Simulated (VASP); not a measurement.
Runs of VASP 6.6.1 on Al. The structure is cubic, space group Im-3m (No. 229). The conventional cell has a = 3.214 Å, b = 3.214 Å, c = 3.214 Å, α = 90.00°, β = 90.00°, γ = 90.00°. Around Al (site symmetry m-3m) lie 8 Al at 2.78 Å. This isn't the form of Al at room conditions, which is fcc.

```csv
task,level,potentials or basis,cell,k mesh,cutoff (eV),mesh quality,gap on the mesh (eV),pressure (GPa),relaxed volume (Å³/atom)
relaxation of cell and atoms,LDA,"VASP PAW LDA potentials, release 64 (Al)",relaxed,18 × 18 × 18,600,not flagged,none,0.0,16.24
relaxation of cell and atoms,PBEsol,"VASP PAW PBE potentials, release 64 (Al)",relaxed,18 × 18 × 18,300,not flagged,none,0.0,-
relaxation of cell and atoms,PBEsol,"VASP PAW PBE potentials, release 64 (Al)",relaxed,18 × 18 × 18,580,not flagged,none,0.0,-
relaxation of cell and atoms,RPBE,"VASP PAW PBE potentials, release 64 (Al)",relaxed,18 × 18 × 18,600,not flagged,none,0.0,(a)
relaxation of cell and atoms,PBEsol,"VASP PAW PBE potentials, release 64 (Al)",relaxed,18 × 18 × 18,600,not flagged,none,0.0,-
relaxation of cell and atoms,PBEsol,"VASP PAW PBE potentials, release 64 (Al)",relaxed,6 × 6 × 6,600,coarse,none,0.0,16.66
single point,PBEsol,"VASP PAW PBE potentials, release 64 (Al)",as given,18 × 18 × 18,520,not flagged,none,0.0,-
```

Alike in all rows: no spin polarisation; smearing gaussian 0.1 eV.

**Question.** Fill in the values left out.

**Answer.** (a) 17.21.

Caveats: some runs use coarse meshes; the PAW data sets were made with another functional, which shifts forces and pressure a little (some runs); the relaxation stopped at its first step, so nothing moved (some runs).

A gap of «none» marks a metal or a gap under the smearing width.

Runs at the PBE level aren't shown here.
